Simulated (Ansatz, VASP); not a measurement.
**AlNi in VASP and in Ansatz**

```xyz
2
Lattice="2.6505 0.0000 0.0000 0.0000 2.6505 0.0000 0.0000 0.0000 2.8810" Properties=species:S:1:pos:R:3 pbc="T T T"
Al    0.0000    0.0000    0.0000
Ni    1.3253    1.3253    1.4405
```

Change from the starting cell: strain -0.080 along x and y, +0.000 along z, atoms carried along.

Alike in both runs: task single point; functional PBE; k mesh 16 × 16 × 16; occupations gaussian, width 0.15 eV; no spin polarisation.

```csv
,VASP,Ansatz
version,VASP 6.6.1,Ansatz 0.2.0
potentials or method,"VASP PAW PBE potentials, release 64 (Al, Ni)","scalar-relativistic, plane waves, PAW"
plane-wave cutoff (eV),520,420
valence electrons in the cell,13,21
```

VASP gave:

```
gap on the k mesh at the Fermi level (eV)       : none
pressure (GPa)                                  : 42.5
largest component of the traceless stress (GPa) : 5.14
```

Q: Which values does Ansatz return?

A: gap on the k mesh at the Fermi level (eV): none; pressure (GPa): 42.6; largest component of the traceless stress (GPa): 5.02.

A gap of «none» marks a metal or a gap that the smearing closes. The functional is the same, so the differences come from potentials, cutoffs and numerics. The two sets of potentials don't hold the same shells in valence.

Caveats: so large a pressure means that the cell lies far from this level's equilibrium, or that cutoff or potentials fall short (VASP). Spin polarisation is off, so any magnetic state and its effect on volume and gap are missing.
